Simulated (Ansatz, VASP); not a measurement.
**One calculation of Rh, two programs**

```
Rh
1.0
     0.00000    1.90081    1.90081
     1.90081    0.00000    1.90081
     1.90081    1.90081    0.00000
Rh
1
Direct
  0.00000 0.00000 0.00000
```

Alike in both runs: task single point; functional r2SCAN; k mesh 14 × 14 × 14; occupations gaussian, width 1 eV; no spin polarisation.

```csv
,VASP,Ansatz
version,VASP 6.6.1,Ansatz 0.2.0
potentials or method,"VASP PAW PBE potentials, release 64 (Rh_pv)","plane waves (500 eV) with PAW, scalar-relativistic"
plane-wave cutoff (eV),520,500
valence electrons in the cell,15,17
```

```csv
,VASP,Ansatz,Ansatz less VASP
pressure (GPa),6.8,5.6,-1.22
```

The two sets of potentials don't hold the same shells in valence.

Caveats: the PAW data sets were made with another functional, which shifts forces and pressure a little (VASP).
